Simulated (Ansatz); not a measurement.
# AlN (wurtzite to rock salt path): the cost of one run

Computed with Ansatz 0.2.0 (DFT PBEsol, scalar-relativistic, plane waves, PAW, unless a step's input says otherwise).

## (1) Starting point

The structure is hexagonal, space group P6_3mc (No. 186). The conventional cell has a = 3.068 Å, b = 3.068 Å, c = 4.908 Å, α = 90.00°, β = 90.00°, γ = 120.00°. Al (site symmetry 3m) has 4 N at 1.86 to 1.87 Å as nearest neighbours. N (site symmetry 3m) is surrounded by 4 Al at 1.86 to 1.87 Å.

Structure file:

```
CELL_PARAMETERS angstrom
1.53383 -2.65659 0.00000
1.53383 2.65659 0.00000
0.00000 0.00000 4.90826
ATOMIC_POSITIONS crystal
Al 0.00000 0.00000 0.00000
Al 0.66667 0.33333 0.50000
N 0.00000 0.00000 0.38200
N 0.66667 0.33333 0.88200
```

## (2) Relaxing cell and atoms: AlN (wurtzite to rock salt path), no spin, 10 GPa

input.yaml reads:

```yaml
crystal:
  lattice:
    - [1.5338305253, -2.6565944697, 0.0]
    - [1.5338305253, 2.6565944697, 0.0]
    - [0.0, 0.0, 4.9082576808]
  atoms:
    - { symbol: Al, position: [0.0, 0.0, 0.0] }
    - { symbol: Al, position: [0.6666666667, 0.3333333333, 0.5] }
    - { symbol: "N", position: [0.0, 0.0, 0.382] }
    - { symbol: "N", position: [0.6666666667, 0.3333333333, 0.882] }
scf:
  occupations: { method: fixed }
output:
  forces: true
  stress: true
  eigenvalues: true
  write_density: true
  write_potential: true
  elf: true
  volumetric_format: npy
hamiltonian:
  xc: pbesol
basis:
  ecutwfc: 520
kpoints:
  mp_grid: { grid: [9, 9, 7] }
relax:
  f_tol: 0.01
  max_steps: 50
  cell: { stress_tol: 0.05, p_target: 10, fix: [shape] }
```

Launch:

```
ansatz run input.yaml --threads 2 --pin off --max-ram 6144MiB --backend cpu --events-out ev --progress --plain --runs-dir out
```

**Question.** How long does this run take on 2 threads of Arm Neoverse V1, shared host, and how much memory does it need?

About 14 s, with a peak of 0.39 GiB.
